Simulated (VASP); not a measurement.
The system is BN.

```
N B
1.0
     1.25112    0.72234    3.37293
    -1.25112    0.72234    3.37293
     0.00000   -1.44467    3.37293
N B
1 1
Direct
  0.66724 0.66724 0.66724
  0.00033 0.00033 0.00033
```

The cell is a database's computed one.

* Program: VASP 6.6.1
* Task: relaxation of cell and atoms
* Functional: HSE06
* Potentials or basis: VASP PAW PBE potentials, release 64 (N, B)
* Cutoff: 600 eV
* k mesh: 6 × 6 × 6
* Occupations: fermi-dirac, width 0.05 eV
* Spin: no spin polarisation

At the start: pressure -1.2 GPa; volume 9.14 Å³/atom.

Problem. Where does the relaxation end?

Solution. Over 26 steps the energy falls by 6.3 meV/atom and the volume is 10.36 Å³/atom (+13.3 %); space group R3m (No. 160, to 0.05 Å).

The path:
```
step  energy change (eV)  largest force (eV/Å)  pressure (GPa)  volume (Å³)
   1              0.0000                0.0062           -1.24        18.29
   2              0.0016                0.0008            4.49        18.10
   3             -0.0012                0.0041            0.98        18.22
   4             -0.0022                0.0005            0.91        18.31
   5             -0.0048                0.0153            0.63        18.60
   6             -0.0086                0.0487            0.17        19.17
   7             -0.0116                0.1272           -0.58        20.32
   8             -0.0022                0.3165           -2.15        22.64
   9             -0.0115                0.1675           -0.89        20.69
  10             -0.0116                0.1528           -0.74        20.49
  11             -0.0124                0.0793            0.11        20.59
  12             -0.0125                0.0250            0.69        20.66
  13             -0.0126                0.0328            0.59        20.65
  14             -0.0125                0.0559            0.33        20.62
  15             -0.0126                0.0477            0.44        20.63
  16             -0.0126                0.0404            0.53        20.64
  17             -0.0126                0.0367            0.57        20.65
  18             -0.0127                0.0056            0.09        20.72
  19             -0.0127                0.0146           -0.02        20.74
  20             -0.0127                0.0099            0.01        20.73
  21             -0.0127                0.0075            0.01        20.72
  22             -0.0127                0.0033           -0.03        20.73
  23             -0.0127                0.0024           -0.09        20.73
  24             -0.0127                0.0002           -0.03        20.73
  25             -0.0127                0.0017           -0.01        20.73
  26             -0.0127                0.0022           -0.01        20.73
```

Final structure:
```
N B
1.0
     1.24811    0.72060    3.84080
    -1.24811    0.72060    3.84080
     0.00000   -1.44120    3.84080
N B
1 1
Direct
  0.66714 0.66714 0.66714
  0.00043 0.00043 0.00043
```

Caveat: the k mesh is coarse (spacing up to 0.49 Å⁻¹), so the values aren't converged, least of all with exact exchange; the PAW data sets were made with another functional, which shifts forces and pressure a little.
